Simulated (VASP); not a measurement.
**CdSe in VASP: one cell, several levels of theory**

What does VASP give for CdSe built on the zincblende prototype, under +1.0 % equal strain in all directions, the cell held fixed? Runs: PBE, r2SCAN.

Program: VASP 6.6.1. PAW datasets, plane waves. (Simulation; spin polarisation is off.)

### 1 The system as given

The cell comes from an earlier relaxation with r2SCAN in another program.

It is cubic, F-43m (No. 216); a = 6.197 Å in the conventional setting, 29.75 Å³ an atom. Cd has 4 Se at 2.68 Å; Se has 4 Cd at 2.68 Å.

Structure file:

```
CELL_PARAMETERS angstrom
0.00000 3.09846 3.09846
3.09846 0.00000 3.09846
3.09846 3.09846 0.00000
ATOMIC_POSITIONS crystal
Cd 0.00000 0.00000 0.00000
Se 0.25000 0.25000 0.25000
```

### 2 Single point with PBE

The input, INCAR:

```
ENCUT = 520.000000
SIGMA = 0.020000
EDIFF = 1.00e-07
GGA = PE
PREC = Accurate
IBRION = -1
ISIF = 2
ISMEAR = -1
NBANDS = 16
NELM = 120
NSW = 0
LASPH = .TRUE.
LCHARG = .FALSE.
LWAVE = .FALSE.
LREAL = .FALSE.
```

The input, KPOINTS:

```
KPOINTS created by Atomic Simulation Environment
0
Gamma
8 8 8
0 0 0
```

The input, KPOINTS_OPT:

```
special points
6
Reciprocal
0.0000000000 0.0000000000 0.0000000000 1
-0.5000000000 -0.5000000000 0.0000000000 1
-0.3750000000 -0.3750000000 0.2500000000 1
-0.3750000000 0.0000000000 0.3750000000 1
0.0000000000 0.0000000000 0.5000000000 1
-0.5000000000 -0.2500000000 0.2500000000 1
```

The input, POSCAR:

```
Cd Se
 1.0000000000000000
     0.0000000000000000    3.0984587751000001    3.0984587751000001
     3.0984587751000001    0.0000000000000000    3.0984587751000001
     3.0984587751000001    3.0984587751000001    0.0000000000000000
 Cd  Se
   1   1
Cartesian
  0.0000000000000000  0.0000000000000000  0.0000000000000000
  1.5492293875500001  1.5492293875500001  1.5492293875500001
```

The run uses the recommended PBE PAW datasets (18 valence electrons a neutral cell).

On the command line:

```
> mpirun -np 1 vasp_std
```

Printed to the terminal (iteration lines stand in OSZICAR):

```text
POSCAR found type information on POSCAR CdSe
 POSCAR found :  2 types and       2 ions
 LDA part: xc-table for (Slater+PW92), standard interpolation
 POSCAR, INCAR and KPOINTS ok, starting setup
 FFT: planning ... GRIDC
 FFT: planning ... GRID_SOFT
 FFT: planning ... GRID
 WAVECAR not read
 entering main loop
 Start KPOINTS_OPT (optional k-point list driver)
k-point batch [1-6\6]
```

OSZICAR:

```text
N       E                     dE             d eps       ncg     rms          rms(c)
DAV:   1     0.107240980533E+03    0.10724E+03   -0.86902E+03   944   0.101E+03
DAV:   2    -0.163988107849E+01   -0.10888E+03   -0.10291E+03  1112   0.245E+02
DAV:   3    -0.586510947333E+01   -0.42252E+01   -0.42171E+01  1120   0.502E+01
DAV:   4    -0.588378732471E+01   -0.18678E-01   -0.18677E-01  1168   0.334E+00
DAV:   5    -0.588391160224E+01   -0.12428E-03   -0.12428E-03  1152   0.234E-01    0.553E+00
DAV:   6    -0.551874222663E+01    0.36517E+00   -0.56125E-01  1368   0.852E+00    0.446E+00
DAV:   7    -0.549806649614E+01    0.20676E-01   -0.13561E-01  1056   0.243E+00    0.197E+00
DAV:   8    -0.549896808049E+01   -0.90158E-03   -0.12238E-02  1056   0.131E+00    0.239E-01
DAV:   9    -0.549918845911E+01   -0.22038E-03   -0.13500E-03  1128   0.450E-01    0.485E-02
DAV:  10    -0.549925867626E+01   -0.70217E-04   -0.14957E-04  1200   0.148E-01    0.445E-02
DAV:  11    -0.549931055407E+01   -0.51878E-04   -0.84389E-05  1136   0.572E-02    0.173E-02
DAV:  12    -0.549931033782E+01    0.21625E-06   -0.14188E-06  1064   0.128E-02    0.836E-03
DAV:  13    -0.549931102624E+01   -0.68842E-06   -0.20168E-06  1136   0.772E-03    0.318E-03
DAV:  14    -0.549931100095E+01    0.25285E-07   -0.81039E-08   912   0.191E-03
   1 F= -.54993110E+01 E0= -.54993110E+01  d E =-.164477E-07
       N       E                     dE             ncg
DAV:   1     0.126784546774E+04   -0.27968E+04      200
DAV:   2     0.654337885582E+03   -0.61351E+03      232
DAV:   3     0.631413469336E+03   -0.22924E+02      256
DAV:   4     0.631323649393E+03   -0.89820E-01      232
DAV:   5     0.631323040302E+03   -0.60909E-03      256
DAV:   6     0.631323033095E+03   -0.72075E-05      224
DAV:   7     0.631323032982E+03   -0.11226E-06      256
DAV:   8     0.631323032981E+03   -0.16742E-08      200
```

The lines after F= are the extra pass for the points of KPOINTS_OPT, at fixed density; their E is not a total energy.

Parts of OUTCAR:

```text
k-points           NKPTS =     29   k-points in BZ     NKDIM =     29   number of bands    NBANDS=     16

   NELECT =      18.0000    total number of electrons

   dimension x,y,z NGX =    36 NGY =   36 NGZ =   36
   dimension x,y,z NGXF=    72 NGYF=   72 NGZF=   72

  energy-cutoff  :      520.00
  volume of cell :       59.49
      direct lattice vectors                 reciprocal lattice vectors
     0.000000000  3.098458775  3.098458775    -0.161370551  0.161370551  0.161370551
     3.098458775  0.000000000  3.098458775     0.161370551 -0.161370551  0.161370551
     3.098458775  3.098458775  0.000000000     0.161370551  0.161370551 -0.161370551

 k-points in reciprocal lattice and weights: KPOINTS created by Atomic Simulation Env
   0.00000000  0.00000000  0.00000000       0.002
   0.12500000  0.00000000  0.00000000       0.016
   0.25000000  0.00000000  0.00000000       0.016
   0.37500000  0.00000000  0.00000000       0.016
   0.50000000  0.00000000  0.00000000       0.008
   0.12500000  0.12500000  0.00000000       0.012
   0.25000000  0.12500000  0.00000000       0.047
   0.37500000  0.12500000  0.00000000       0.047
[... 21 more k-points ...]

 E-fermi :   0.7706

 k-point     1 :       0.0000    0.0000    0.0000
  band No.  band energies     occupation
      1     -11.7819      2.00000
      2      -7.2490      2.00000
      3      -7.2490      2.00000
      4      -7.2490      2.00000
      5      -6.9318      2.00000
      6      -6.9318      2.00000
      7       0.5132      1.99999
      8       0.5132      1.99999
      9       0.5132      1.99999
     10       1.0056      0.00002
     11       6.4413      0.00000
     12       6.4413      0.00000
     13       6.4413      0.00000
     14      10.0720      0.00000
     15      11.4831      0.00000
     16      11.4831      0.00000

 k-point     2 :       0.1250    0.0000    0.0000
  band No.  band energies     occupation
      1     -11.7350      2.00000
      2      -7.2344      2.00000
      3      -7.2344      2.00000
      4      -7.2041      2.00000
      5      -6.9325      2.00000
      6      -6.9325      2.00000
      7      -0.6593      2.00000
      8       0.4012      2.00000
      9       0.4012      2.00000
     10       2.0020      0.00000
     11       6.2164      0.00000
     12       6.6296      0.00000
     13       6.6296      0.00000
     14      10.7599      0.00000
     15      10.7599      0.00000
     16      10.7993      0.00000

 k-point     3 :       0.2500    0.0000    0.0000
  band No.  band energies     occupation
      1     -11.6205      2.00000
      2      -7.2023      2.00000
      3      -7.2023      2.00000
      4      -7.0569      2.00000
      5      -6.9298      2.00000
      6      -6.9298      2.00000
      7      -2.0136      2.00000
      8       0.1528      2.00000
      9       0.1528      2.00000
     10       2.7044      0.00000
     11       6.3901      0.00000
     12       6.9293      0.00000
     13       6.9293      0.00000
     14      10.5185      0.00000
     15      10.5185      0.00000
     16      10.5537      0.00000

 k-point     4 :       0.3750    0.0000    0.0000
  band No.  band energies     occupation
      1     -11.5048      2.00000
      2      -7.1768      2.00000
      3      -7.1768      2.00000
      4      -6.9190      2.00000
      5      -6.9190      2.00000
      6      -6.8214      2.00000
      7      -3.1051      2.00000
      8      -0.0720      2.00000
      9      -0.0720      2.00000
     10       2.8441      0.00000
     11       6.9765      0.00000
     12       6.9765      0.00000
     13       7.2588      0.00000
     14      10.2410      0.00000
     15      11.3443      0.00000
     16      11.3443      0.00000

 k-point     5 :       0.5000    0.0000    0.0000
  band No.  band energies     occupation
      1     -11.4567      2.00000
      2      -7.1686      2.00000
      3      -7.1686      2.00000
      4      -6.9118      2.00000
      5      -6.9118      2.00000
      6      -6.6771      2.00000
      7      -3.5593      2.00000
      8      -0.1597      2.00000
      9      -0.1597      2.00000
     10       2.8324      0.00000
     11       6.9378      0.00000
     12       6.9378      0.00000
     13       7.7672      0.00000
     14      10.4051      0.00000
     15      12.4681      0.00000
     16      12.4681      0.00000

 k-point     6 :       0.1250    0.1250    0.0000
  band No.  band energies     occupation
      1     -11.7194      2.00000
      2      -7.2201      2.00000
      3      -7.2201      2.00000
      4      -7.2082      2.00000
      5      -6.9410      2.00000
      6      -6.9245      2.00000
      7      -0.7078      2.00000
      8       0.2111      2.00000
      9       0.2111      2.00000
     10       2.3424      0.00000
     11       5.7606      0.00000
     12       6.9023      0.00000
     13       6.9023      0.00000
     14       9.6752      0.00000
     15      11.2453      0.00000
     16      11.6188      0.00000

 k-point     7 :       0.2500    0.1250    0.0000
  band No.  band energies     occupation
      1     -11.6276      2.00000
      2      -7.1979      2.00000
      3      -7.1859      2.00000
      4      -7.1024      2.00000
      5      -6.9418      2.00000
      6      -6.9176      2.00000
      7      -1.7021      2.00000
      8      -0.0778      2.00000
      9      -0.0461      2.00000
     10       3.0965      0.00000
     11       5.5459      0.00000
     12       7.1611      0.00000
     13       7.3356      0.00000
     14       9.2884      0.00000
     15      11.4226      0.00000
     16      11.8243      0.00000

 k-point     8 :       0.3750    0.1250    0.0000
  band No.  band energies     occupation
      1     -11.5126      2.00000
      2      -7.1729      2.00000
      3      -7.1569      2.00000
      4      -6.9675      2.00000
      5      -6.9098      2.00000
      6      -6.8544      2.00000
      7      -2.7746      2.00000
      8      -0.3815      2.00000
      9      -0.2912      2.00000
     10       3.4269      0.00000
     11       6.0673      0.00000
     12       7.1418      0.00000
     13       7.4625      0.00000
     14      10.0512      0.00000
     15      11.4687      0.00000
     16      11.9284      0.00000

 k-point     9 :       0.5000    0.1250    0.0000
  band No.  band energies     occupation
      1     -11.4423      2.00000
      2      -7.1593      2.00000
      3      -7.1473      2.00000
      4      -6.9339      2.00000
      5      -6.9097      2.00000
      6      -6.6668      2.00000
      7      -3.4267      2.00000
      8      -0.6558      2.00000
      9      -0.3269      2.00000
     10       3.4532      0.00000
     11       6.3606      0.00000
     12       7.3252      0.00000
     13       7.7384      0.00000
     14      10.6605      0.00000
     15      11.8166      0.00000
     16      12.5240      0.00000

 k-point    10 :      -0.3750    0.1250    0.0000
  band No.  band energies     occupation
      1     -11.4582      2.00000
      2      -7.1583      2.00000
      3      -7.1564      2.00000
      4      -6.9246      2.00000
      5      -6.9238      2.00000
      6      -6.7129      2.00000
      7      -3.2805      2.00000
      8      -0.7385      2.00000
      9      -0.1708      2.00000
     10       3.4567      0.00000
     11       6.5131      0.00000
     12       7.2041      0.00000
     13       7.4875      0.00000
     14      11.0068      0.00000
     15      11.0296      0.00000
     16      12.2850      0.00000

 k-point    11 :      -0.2500    0.1250    0.0000
  band No.  band energies     occupation
      1     -11.5509      2.00000
      2      -7.1836      2.00000
      3      -7.1717      2.00000
      4      -6.9746      2.00000
      5      -6.9398      2.00000
      6      -6.8933      2.00000
      7      -2.4482      2.00000
      8      -0.5660      2.00000
      9       0.1049      2.00000
     10       3.3429      0.00000
     11       6.3399      0.00000
     12       6.9164      0.00000
     13       7.0728      0.00000
     14       9.9613      0.00000
     15      11.0809      0.00000
     16      11.9594      0.00000

 k-point    12 :      -0.1250    0.1250    0.0000
  band No.  band energies     occupation
      1     -11.6655      2.00000
      2      -7.2178      2.00000
      3      -7.2019      2.00000
      4      -7.1333      2.00000
      5      -6.9405      2.00000
      6      -6.9230      2.00000
      7      -1.4092      2.00000
      8      -0.1157      2.00000
      9       0.3517      2.00000
     10       2.7410      0.00000
     11       5.9809      0.00000
     12       6.7741      0.00000
     13       7.0068      0.00000
     14       9.9397      0.00000
     15      10.6580      0.00000
     16      11.7325      0.00000

[... the tables of k-points 13 to 29 left out ...]

  Total        0.0834811      0.0834811      0.0834811      0.0000000     -0.0000000     -0.0000000
  in kB        2.2481839      2.2481839      2.2481839      0.0000000     -0.0000000     -0.0000000
  external PRESSURE =       2.2481839 kB  Pullay stress =       0.0000000 kB

 POSITION                                       TOTAL-FORCE (eV/Angst)
 -----------------------------------------------------------------------------------
      0.00000      0.00000      0.00000         0.000000     -0.000000     -0.000000
      1.54923      1.54923      1.54923        -0.000000      0.000000      0.000000
 -----------------------------------------------------------------------------------
    total drift:                               -0.000000     -0.000000     -0.000000

  FREE ENERGIE OF THE ION-ELECTRON SYSTEM (eV)
  ---------------------------------------------------
  free  energy   TOTEN  =        -5.4993110010 eV

  energy  without entropy=       -5.4993109845  energy(sigma->0) =       -5.49931099
```

Wall time 33 s (1 MPI rank of Intel Xeon Platinum 8488C, shared host); peak memory 0.21 GiB.

The levels at the points of KPOINTS_OPT are read from vasprun.xml.

Near the gap, in eV above the top of the last filled band v; c is the band after it:

| point | v−1 | v | c | c+1 |
| --- | --- | --- | --- | --- |
| Γ | 0.00 | 0.00 | 0.49 | 5.93 |
| X | -1.67 | -1.67 | 3.24 | 3.69 |
| U | -2.29 | -1.37 | 3.70 | 5.04 |
| K | -2.29 | -1.37 | 3.70 | 5.04 |
| L | -0.67 | -0.67 | 2.32 | 6.42 |
| W | -2.03 | -1.98 | 4.79 | 5.22 |

The PBE gap is 0.49 eV, direct at Γ. The pressure is 0.22 GPa; the forces vanish within 0.01 eV/Å.

(Part 1 of 2 ends here.)
